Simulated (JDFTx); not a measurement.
The system is Mg.

```
CELL_PARAMETERS angstrom
3.20930 0.00000 0.00000
-1.60465 2.77934 0.00000
0.00000 0.00000 5.21030
ATOMIC_POSITIONS crystal
Mg 0.66667 0.33333 0.75000
Mg 0.33333 0.66667 0.25000
```

```yaml
Program: JDFTx 1.7.0 (patched build)
Task: relaxation of cell and atoms
Functional: PBE
Dispersion: D2
Potentials_or_basis: PseudoDojo-SR-PBE-0.5-standard
Cutoff: 1143 eV
Density_cutoff: 9143 eV
k_mesh: 10 × 10 × 5
Occupations: fermi-dirac, width 0.05 eV
Spin: no spin polarisation
```

At the start: pressure -4.0 GPa; volume 23.24 Å³/atom.

Question: Where does the relaxation end?

Answer: Over 8 steps the energy falls by 34.0 meV/atom and the volume is 20.90 Å³/atom (-10.0 %); space group P6_3/mmc (No. 194, to 0.05 Å).

Step by step:
| step | energy change (eV) | largest force (eV/Å) | pressure (GPa) | volume (Å³) |
| --- | --- | --- | --- | --- |
| 1 | 0.0000 | 0.0000 | -3.95 | 46.47 |
| 2 | -0.0207 | 0.0000 | -3.39 | 45.59 |
| 3 | -0.0658 | 0.0000 | 0.72 | 41.16 |
| 4 | -0.0678 | 0.0000 | -0.03 | 41.81 |
| 5 | -0.0680 | 0.0000 | 0.02 | 41.78 |
| 6 | -0.0681 | 0.0000 | 0.00 | 41.81 |
| 7 | -0.0681 | 0.0000 | 0.00 | 41.80 |
| 8 | -0.0681 | 0.0000 | 0.00 | 41.80 |

Final structure:
```xyz
2
Lattice="3.0720 0.0000 0.0000 -1.5360 2.6605 0.0000 0.0000 0.0000 5.1149" Properties=species:S:1:pos:R:3 pbc="T T T"
Mg    1.5360    0.8868    3.8362
Mg    0.0000    1.7736    1.2787
```

Caveat: the plane waves are those of the starting cell, so after so large a change of volume the result is rough; the volume moved by -10 % from the deposited cell, more than functionals usually miss; pairwise dispersion overbinds metals, which lowers pressure and volume.
